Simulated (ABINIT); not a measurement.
Sb:

```
Sb
1.0
    -1.87134    1.87134    1.87134
     1.87134   -1.87134    1.87134
     1.87134    1.87134   -1.87134
Sb
1
Direct
  0.00000 0.00000 0.00000
```

This isn't the form of Sb at room conditions, which is rhombohedral.

Base run:

- Program: ABINIT 10.8.3 (patched build)
- Functional: PBEsol
- Potentials or basis: PseudoDojo NC SR PBEsol v0.4.1 standard
- Cutoff: 980 eV
- k mesh: 8 × 8 × 8
- Occupations: fermi-dirac, width 0.05 eV
- Spin: no spin polarisation

Its results: pressure -2.6 GPa.

The run is repeated on the same cell with these changes: k mesh from 8 × 8 × 8 to 8 × 8 × 8, with 2 shifts. What comes out?

Pressure -2.0 GPa.

Not every run made on this cell is shown here.
